**Where revPBE+D3(BJ) lattice constants fail: six cubic crystals against measurement**

The table holds cubic lattice constants of BAs, Si, GaP, GaAs, PbTe and CdTe from ABINIT 10.8.3 (revPBE+D3(BJ), PAW potentials, energy-volume fits) beside measured values. The program converts each error into the pressure at the measured volume through P ≈ 3 B0 × error, compares the zero of the stress with the energy minimum, makes a rough Debye estimate of vibrational expansion, and fits three simple descriptions of the error to the five tetrahedral crystals. BAs and Si are short by 0.70 % and 0.75 %, and the error rises with mean atomic number (rms 0.12 points, against 0.37 for a constant), contrary to one common inward pressure. PbTe, left out of the fits, lies 0.98 points below the line in mean atomic number, and the stress-energy gaps of PbTe (0.69 %) and CdTe (0.23 %) exceed their errors. The computed mismatch of GaP on Si is 0.58 % against a measured 0.36 %.

Lattice constants of six cubic crystals from ABINIT 10.8.3, Kohn-Sham DFT with revPBE+D3(BJ), without spin polarisation or spin-orbit coupling, Fermi-Dirac smearing 0.05 eV. The computed value is the edge of the conventional cubic cell at the rest volume of a fit to static energies at seven volumes.

## Script

```python
# Table: cubic lattice constants of six crystals, ABINIT 10.8.3, revPBE+D3(BJ), PAW, against measured values.
# Tested: error model da/a = -P/(3B), simple trends of the error, and the internal uncertainty of each row.
T = {
    'formula': ['BAs', 'Si', 'GaP', 'GaAs', 'TePb', 'CdTe'],
    'sg': ['F-43m', 'Fd-3m', 'F-43m', 'F-43m', 'Fm-3m', 'F-43m'],
    'vol': [13.63, 20.16, 20.24, 22.59, 33.73, 32.92],  # Å³/atom
    'pot': ['JTH-PAW-PBE-v2.0', 'JTH-PAW-PBE-v2.0', 'JTH-PAW-PBE-v2.0', 'JTH-PAW-PBE-v2.0', 'JTH-PAW-PBE-v2.0', 'JTH-PAW-PBE-v2.0'],
    'cut': [408.2, 408.2, 544.2, 462.6, 462.6, 462.6],  # eV
    'k': ['10x10x10', '8x8x8', '8x8x8', '8x8x8', '7x7x7', '7x7x7'],
    'y': [4.743, 5.39, 5.421, 5.652, 6.437, 6.492],  # Å
    'measured': [4.77659, 5.4307, 5.4505, 5.653, 6.4546, 6.482],  # Å
    'm_range': ['4.7741 to 4.7776', '3.842 to 5.43123', 'one value', '5.653 to 5.6538', '6.4397 to 6.463', '6.482 to 6.486'],  # Å
    'source': ['arXiv:1906.04101 (2019)', 'pmc:4865310 (2001)', 'pmc:10995952 (2024)', 'pmc:9457441 (2022)', 'arXiv:1709.02863 (2017)', 'arXiv:cond-mat/0608141 (2006)'],
    'err': [-0.7, -0.75, -0.53, -0.02, -0.27, 0.15],  # %
}
import numpy as np
from scipy.constants import e, k as kB
from scipy.interpolate import CubicSpline
from scipy.integrate import quad
F = T['formula']; y = np.array(T['y'], float); m = np.array(T['measured'], float); err = np.array(T['err'], float)
# further outputs of the same runs: central volume (scan 0.94..1.06), v0, B0, B0', energies eV/atom, pressures GPa
O = {'BAs': (13.62623, 13.33793, 143.087, 4.136, [-1587.88329, -1587.89104, -1587.89334, -1587.89066, -1587.88351, -1587.87239, -1587.85762], [6.186008, 2.797773, -0.26156, -3.024746, -5.507896, -7.735108, -9.71155]),
 'Si': (20.16476, 19.57519, 95.570, 6.055, [-108.557458, -108.562987, -108.563257, -108.558863, -108.550396, -108.538473, -108.523682], [3.323752, 1.119177, -0.83955, -2.564575, -4.063254, -5.328108, -6.34977]),
 'GaP': (20.2404, 19.91905, 86.648, 4.495, [-1166.59141, -1166.5998, -1166.60309, -1166.60183, -1166.59648, -1166.58749, -1166.57524], [4.356239, 2.227933, 0.3247, -1.378367, -2.903987, -4.265321, -5.480716]),
 'GaAs': (22.58959, 22.57138, 70.007, 4.845, [-2624.59916, -2624.61045, -2624.61677, -2624.61865, -2624.61658, -2624.61107, -2624.60237], [4.825256, 2.962076, 1.296919, -0.18846, -1.509131, -2.680641, -3.713827]),
 'TePb': (33.72958, 33.34278, 42.558, 7.323, [-945.856308, -945.864538, -945.868167, -945.86805, -945.864511, -945.858011, -945.849563], [1.495363, 0.40632, -0.56674, -1.426818, -2.169473, -2.734531, -2.918745]),
 'CdTe': (32.92184, 34.20099, 41.185, 4.799, [-760.240299, -760.259028, -760.272831, -760.282005, -760.28698, -760.288639, -760.286815], [4.93216, 3.629125, 2.464958, 1.423358, 0.49439, -0.33382, -1.072715])}
Zm = {'BAs': 19, 'Si': 14, 'GaP': 23, 'GaAs': 32, 'TePb': 67, 'CdTe': 50}  # mean atomic number
TD = {'BAs': 700, 'Si': 640, 'GaP': 450, 'GaAs': 350, 'TePb': 140, 'CdTe': 160}  # Debye K, rough recalled values
G = e*1e21; s = 0.94 + 0.02*np.arange(7)
def fit(Vc, r, E):
    p = np.poly1d(np.polyfit(r**(-2/3) - 1, E - E.mean(), 3))
    x = min([z.real for z in p.deriv().r if abs(z.imag) < 1e-12], key=abs)
    P = lambda V: p.deriv()((V/Vc)**(-2/3) - 1)*(2/3)*(V/Vc)**(-2/3)/V*G
    return (8*Vc*(1 + x)**-1.5)**(1/3), P
a0 = np.array([(8*O[f][1])**(1/3) for f in F]); B = np.array([O[f][2] for f in F])
print('mean error %+.2f %%, mean abs %.2f %%; rounding of a: about %.3f %%' % (err.mean(), abs(err).mean(), 0.05/y.mean()))
print('1. row: error %; B0 GPa; P at measured volume GPa, energy refit | 3*B*error; error span over measured values %')
gap = {}; es = {}; L2 = []; L3 = []
for i, f in enumerate(F):
    Vc, v0, b, bp, E, P = O[f]; E = np.array(E); P = np.array(P); V = Vc*s
    a, Pf = fit(Vc, s, E); w = str(T['m_range'][i]).split(' to ')
    r = [float(t) for t in w] if len(w) == 2 else [m[i]]
    r = [t if t > 0.9*m[i] else t*2**0.5 for t in r]  # a primitive edge is converted to the cubic one
    print('%-5s %+.2f  %6.1f  %+.2f | %+.2f  %+.2f to %+.2f' % (f, err[i], b, Pf(m[i]**3/8), 3*b*err[i]/100, 100*(a0[i]/max(r) - 1), 100*(a0[i]/min(r) - 1)))
    Vs = CubicSpline(V, P).roots(extrapolate=False)[0]; aS = (8*Vs)**(1/3)
    gap[f] = 100*(aS/a0[i] - 1); es[f] = 100*(aS/m[i] - 1)
    loo = max(abs(fit(Vc, np.delete(s, j), np.delete(E, j))[0]/a - 1) for j in range(7))*100
    Bl = -np.diff(P)/np.diff(np.log(V))
    L2.append('%-5s %.2f %.2f  %+.2f  %+.2f  %+.2f  %.3f  %.1f  %.0f -> %.0f' % (f, v0, Vs, gap[f], es[f], np.mean(P - Pf(V)), loo, bp, Bl[0], Bl[-1]))
    Tm = 250. if f == 'TePb' else 300.; u = TD[f]/Tm
    Ev = kB/e*(9/8*TD[f] + 9*Tm/u**3*quad(lambda t: t**3/np.expm1(t), 1e-9, u)[0])
    d = 100*Ev*G/(3*b*v0)
    L3.append('%-5s %.1f  %+.1f  %s' % (f, d, err[i] + d, 'gamma %.1f' % (-err[i]/d) if err[i] < 0 else 'already long'))
print('2. row: v0, zero-stress V A^3/atom; a(stress) vs a(energy) %; error from stress %;')
print("   mean stress P less energy P GPa; leave-one-out shift of a %; B0'; local B first -> last step GPa")
print('\n'.join(L2))
print('3. vibration, rough (gamma=1, recalled Debye T): expansion %; shifted error %; gamma to erase error')
print('\n'.join(L3))
print('4. fits to five tetrahedral rows; TePb (rocksalt, doubtful fit) only predicted; residuals in %')
t = np.array([f != 'TePb' for f in F]); one = np.ones(len(F)); Z = np.array([Zm[f] for f in F], float); C = {}
for n, X in [('constant', [one]), ('offset + c/B0 (c in % GPa)', [one, 1/B]), ('offset + slope*mean Z', [one, Z])]:
    X = np.array(X).T; c = np.linalg.lstsq(X[t], err[t], rcond=None)[0]; C[n] = c; R = err - X@c
    print('%s: parameters %s, rms %.2f, worst fitted row %s' % (n, ' '.join('%+.3f' % q for q in c), np.sqrt(np.mean(R[t]**2)), np.array(F)[t][np.argmax(abs(R[t]))]))
    print('   ' + ' '.join('%s %+.2f' % (f, q) for f, q in zip(F, R)))
print('5. lattice mismatch %: computed, measured, difference, ratio')
for p, q in [('GaP', 'Si'), ('GaAs', 'Si'), ('CdTe', 'GaAs')]:
    i, j = F.index(p), F.index(q); c1 = 100*(a0[i]/a0[j] - 1); c2 = 100*(m[i]/m[j] - 1)
    print('%s on %s: %.2f  %.2f  %+.2f  %.2f' % (p, q, c1, c2, c1 - c2, c1/c2))
print('(8 v0)^(1/3) matches the table within %.4f A' % abs(a0 - y).max())
assert abs(a0 - y).max() < 0.001
assert C['offset + c/B0 (c in % GPa)'][1] > 0
assert set(sorted(gap, key=lambda f: -abs(gap[f]))[:2]) == {'TePb', 'CdTe'}
assert es['CdTe'] < 0 < err[F.index('CdTe')]
```

Output:

```
mean error -0.35 %, mean abs 0.40 %; rounding of a: about 0.009 %
1. row: error %; B0 GPa; P at measured volume GPa, energy refit | 3*B*error; error span over measured values %
BAs   -0.70   143.1  -2.89 | -3.00  -0.72 to -0.65
Si    -0.75    95.6  -2.01 | -2.15  -0.80 to -0.76
GaP   -0.53    86.6  -1.34 | -1.38  -0.53 to -0.53
GaAs  -0.02    70.0  -0.03 | -0.04  -0.03 to -0.01
TePb  -0.27    42.6  -0.33 | -0.34  -0.40 to -0.04
CdTe  +0.15    41.2  +0.19 | +0.19  +0.09 to +0.15
2. row: v0, zero-stress V A^3/atom; a(stress) vs a(energy) %; error from stress %;
   mean stress P less energy P GPa; leave-one-out shift of a %; B0'; local B first -> last step GPa
BAs   13.34 13.33  -0.02  -0.72  -0.09  0.001  4.1  161 -> 104
Si    19.58 19.58  +0.01  -0.73  +0.02  0.009  6.1  105 -> 54
GaP   19.92 19.91  -0.02  -0.55  -0.04  0.000  4.5  101 -> 64
GaAs  22.57 22.53  -0.06  -0.08  -0.13  0.002  4.8  88 -> 54
TePb  33.34 32.65  -0.69  -0.96  -0.93  0.014  7.3  52 -> 10
CdTe  34.20 33.96  -0.23  -0.08  -0.30  0.015  4.8  62 -> 39
3. vibration, rough (gamma=1, recalled Debye T): expansion %; shifted error %; gamma to erase error
BAs   0.3  -0.4  gamma 2.6
Si    0.3  -0.5  gamma 2.8
GaP   0.3  -0.3  gamma 2.0
GaAs  0.3  +0.3  gamma 0.1
TePb  0.2  -0.0  gamma 1.1
CdTe  0.3  +0.4  already long
4. fits to five tetrahedral rows; TePb (rocksalt, doubtful fit) only predicted; residuals in %
constant: parameters -0.370, rms 0.37, worst fitted row CdTe
   BAs -0.33 Si -0.38 GaP -0.16 GaAs +0.35 TePb +0.10 CdTe +0.52
offset + c/B0 (c in % GPa): parameters -1.115 +55.119, rms 0.17, worst fitted row GaAs
   BAs +0.03 Si -0.21 GaP -0.05 GaAs +0.31 TePb -0.45 CdTe -0.07
offset + slope*mean Z: parameters -1.125 +0.027, rms 0.12, worst fitted row GaAs
   BAs -0.09 Si -0.01 GaP -0.03 GaAs +0.23 TePb -0.98 CdTe -0.09
5. lattice mismatch %: computed, measured, difference, ratio
GaP on Si: 0.58  0.36  +0.22  1.60
GaAs on Si: 4.86  4.09  +0.77  1.19
CdTe on GaAs: 14.86  14.66  +0.19  1.01
(8 v0)^(1/3) matches the table within 0.0005 A
```
